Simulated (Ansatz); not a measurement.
A first try at an SCF with some post-processing of BN, space group R3m, using Ansatz 0.2.0, Python API.

Script `run_report.py`:
```python
'''One SCF of BN and its post-processing.'''

from collections import defaultdict
from pathlib import Path
import warnings

import ansatz
from ase.data import atomic_numbers
import numpy as np
from pymatgen.core import Structure
from scipy.ndimage import map_coordinates
import spglib

cell = (
    ansatz.Lattice.of((1.25112178, 0.7223355, 3.3729344), (-1.25112178, 0.7223355, 3.3729344), (0.0, -1.444671, 3.3729344))
    .atom('B', (0.9996712, 0.9996712, 0.9996712))
    .atom('N', (0.3327618, 0.3327618, 0.3327618))
)

setup = cell.calculation()
setup = setup.occupations(ansatz.OccupationsMethod.FIXED)
setup = setup.basis(41 * ansatz.Ry)
setup = setup.functional(ansatz.Functional.LDA)
setup = setup.kpoints(8, 8, 8)
setup = setup.relax()
setup = setup.elastic('clamped_ion')
setup = setup.density()
setup = setup.potential()
setup = setup.electron_localization_function()
setup = setup.output_files(volumetric_format='npy')
setup = setup.band_table()
setup = setup.density_of_states(energy_step=0.1, method='smearing', broadening_width=0.2, projected=True)
with warnings.catch_warnings(record=True) as caught:
    warnings.simplefilter('always')
    outcome = setup.run(threads=1, pin='off')
print('warnings raised:', sorted(w.category.__name__ for w in caught) or 'none')
data = outcome.report

energy = data['free_energy_ev']
print('F of the BN cell: {:.6f} eV = {:.6f} Ry = {:.6f} Ha'.format(energy, energy / 13.605693, energy / 27.211386))
print('Fermi level {:.4f} eV, {} k-points, {} symmetry operations'.format(data['fermi_energy_ev'], data['n_kpoints'], data['n_symmetry_ops']))

spg_cell = (outcome.lattice.cell_ang, [s.position_frac for s in outcome.lattice.sites], [atomic_numbers[s.symbol] for s in outcome.lattice.sites])
# the group found depends on the tolerance
found = spglib.get_symmetry_dataset(spg_cell, symprec=1e-3)
print(found.international, found.number, 'point group', found.pointgroup)
for site, letter, group in zip(outcome.lattice.sites, found.wyckoffs, found.site_symmetry_symbols):
    print(f'  {site.symbol:2s} Wyckoff {letter}  site symmetry {group}')

folder = Path(outcome.write_results('fields'))
print('densities in e/A^3, potentials in eV, ELF without unit')
for name in sorted(p.name for p in folder.glob('*.npy')):
    field = np.load(folder / name)
    print(f'{name:16s} {str(field.shape):16s} min {field.min():10.4f}  mean {field.mean():10.4f}  max {field.max():10.4f}')

final = Structure(outcome.lattice.cell_ang, [s.symbol for s in outcome.lattice.sites], [s.position_frac for s in outcome.lattice.sites])
# smooth valence density along the shortest bond of atom 0
rho = outcome.density()
total = sum(channel.density_e_per_ang3 for channel in rho.channels[:2])
grid_cell = np.asarray(rho.fft_grid_basis) @ outcome.lattice.cell_ang
partner = min(final.get_neighbors(final[0], 5.0), key=lambda n: n.nn_distance)
line = np.linspace(final[0].coords, partner.coords, 13)
points = (line @ np.linalg.inv(grid_cell)) * rho.dims
values = map_coordinates(total, points.T, order=3, mode='grid-wrap')
print(f'from {final[0].specie} to {partner.specie}, {partner.nn_distance:.3f} A')
for t, value in zip(np.linspace(0, partner.nn_distance, 13), values):
    print(f'{t:7.3f} A  {value:9.4f} e/A^3')

# direct or indirect, as far as the mesh can tell
levels = np.array(data['eigenvalues_ev'])
filled = round(data['n_electrons'] / 2)
top, bottom = levels[:, filled - 1], levels[:, filled]
print('top of band', filled, 'at k =', data['kpoints_frac'][top.argmax()], f'{top.max():.4f} eV')
print('bottom of band', filled + 1, 'at k =', data['kpoints_frac'][bottom.argmin()], f'{bottom.min():.4f} eV')
print(f'gap by band count {bottom.min() - top.max():.3f} eV, least direct gap {(bottom - top).min():.3f} eV')

dos = outcome.density_of_states()
energy = np.asarray(dos.energies_ev) - dos.fermi_ev
projected = outcome.projected_density_of_states()
by_shell = defaultdict(float)
for site in projected.sites:
    for shell in site.shells:
        for part in shell.curves:
            by_shell[f'{site.species} {"spdf"[shell.l]}'] += np.sum(part.g_bin_mean_per_ev, axis=0)
print('E - E_F  ' + ' '.join(f'{name:>7s}' for name in by_shell))
for e in np.arange(-5, 5 + 0.1, 1.0):
    print(f'{e:7.1f}  ' + ' '.join(f'{np.interp(e, energy, curve):7.3f}' for curve in by_shell.values()))
```

Output of `python run_report.py`:
```text
Traceback (most recent call last):
  File "run_report.py", line 26, in <module>
    setup = setup.elastic('clamped_ion')
  ...
ansatz.errors.InputError: .elastic: this is already a relax run, and a run has one kind. Branch from the calculation before .relax(…) to get a elastic run with the same settings
```
(Library frames cut from the traceback.)

Why does it end like this?

The fault: two kinds of run are asked of one calculation. Mended:

```diff
--- before
+++ after
@@ -24,4 +24,2 @@
 setup = setup.kpoints(8, 8, 8)
-setup = setup.relax()
-setup = setup.elastic('clamped_ion')
 setup = setup.density()
```

The mended script runs so:

```console
$ python run_report.py
warnings raised: none
F of the BN cell: -526.349388 eV = -38.685967 Ry = -19.342983 Ha
Fermi level 4.2758 eV, 65 k-points, 6 symmetry operations
R3m 160 point group 3m
  B  Wyckoff a  site symmetry 3m
  N  Wyckoff a  site symmetry 3m
densities in e/A^3, potentials in eV, ELF without unit
elf.npy          (20, 30, 20)     min     0.0001  mean     0.3413  max     0.9277
rho.npy          (20, 30, 20)     min     0.0211  mean     0.4374  max     3.8337
v_es.npy         (20, 30, 20)     min   -72.0122  mean     1.3032  max    10.4856
v_tot.npy        (20, 30, 20)     min   -93.1510  mean    -9.0491  max     5.2153
from B to N, 1.445 A
  0.000 A     0.2296 e/A^3
  0.120 A     0.3444 e/A^3
  0.241 A     0.6346 e/A^3
  0.361 A     0.9704 e/A^3
  0.482 A     1.2584 e/A^3
  0.602 A     1.5121 e/A^3
  0.722 A     1.8111 e/A^3
  0.843 A     2.2705 e/A^3
  0.963 A     2.9469 e/A^3
  1.084 A     3.6126 e/A^3
  1.204 A     3.8723 e/A^3
  1.324 A     3.7218 e/A^3
  1.445 A     3.5973 e/A^3
top of band 4 at k = [0.125, -0.5, -0.125] 4.2758 eV
bottom of band 5 at k = [0.0, -0.5, -0.5] 8.3874 eV
gap by band count 4.112 eV, least direct gap 4.813 eV
E - E_F      B s     B p     N s     N p
   -5.0    0.082   0.282   0.035   0.734
   -4.0    0.063   0.468   0.025   1.090
   -3.0    0.016   0.359   0.001   0.811
   -2.0    0.000   0.168   0.000   0.456
   -1.0    0.000   0.091   0.000   0.430
    0.0    0.000   0.009   0.000   0.224
    1.0    0.000   0.000   0.000   0.000
    2.0    0.000   0.000   0.000   0.000
    3.0    0.000   0.000   0.000   0.000
    4.0    0.000   0.024   0.000   0.004
    5.0    0.003   0.378   0.002   0.056
```

Total energies depend on the potentials; only differences at equal settings carry meaning. A total without «per atom» is that of the cell as typed. Semilocal gaps usually lie well under measured ones. With fixed filling the reported Fermi level is the top filled level among the k-points of the SCF. Only differences from the Fermi energy are physical; the zero of the scale is a convention. Projections exist only for the shells that the potentials hold, some of them semicore, and samples at single energies can miss narrow peaks. The crystal has a gap of about 4.11 eV on the mesh; any density of states at or just above the Fermi level is the tail of the broadening. Grid values close to the nuclei reflect the PAW or pseudopotential construction, not the all-electron fields. The structure comes from a database of computed cells and needn't be a stable or known phase. Levels are Kohn-Sham eigenvalues on this mesh. The density of states is complete only as far up as bands were computed. Timing: 3.3 s on 1 thread of Arm Neoverse V1, with other jobs on the host, peak memory 0.31 GiB.
